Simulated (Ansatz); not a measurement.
Below is a relaxed structure of ZnSe. It was relaxed at this level from a Materials Project cell.

The calculation used DFT PBE, scalar-relativistic, plane waves, PAW in Ansatz. Cutoff 420 eV, Γ-centred mesh, Gaussian smearing, no spin polarisation.

```
CELL_PARAMETERS angstrom
4.10129 0.00000 0.00000
0.00000 4.10129 0.00000
0.00000 0.00000 6.47584
ATOMIC_POSITIONS crystal
Zn 0.00000 0.00000 0.00000
Zn 0.50000 0.50000 0.00000
Se 0.00000 0.50000 0.23014
Se 0.50000 0.00000 0.76986
```

The zero of energy is the elements' standard structures at the same level; no fitted shifts are applied.

(1) Find its symmetry and describe it.

(2) How far does it lie from the elements in energy?

(3) Is it a metal?

Results:

(1) P4/nmm (No. 129), the anti-litharge type. Conventional cell: a = 4.101 Å, c = 6.476 Å. Zn is surrounded by 4 Se at 2.54 Å and 4 Zn at 2.90 Å; Se is surrounded by 4 Zn at 2.54 Å.

(2) −0.556 eV/atom.

(3) No, the gap on the 8×8×4 mesh is 2.04 eV.

The last run used an 8×8×4 mesh (in the run's order of axes) for its 4-atom cell and Gaussian smearing of 0.02 eV. Weakly bound directions are ill-defined at this level, which has no dispersion term. Kohn–Sham gaps at this level usually fall short of measured ones. The reference form of Se is held partly by dispersion forces, which this level lacks. Symmetry constrained the relaxation, so the result can be a saddle point. Another cell of ZnSe relaxed alike, in F-43m (a cell as deposited in COD), lies 158 meV/atom lower, so this cell isn't the stable form at this level.
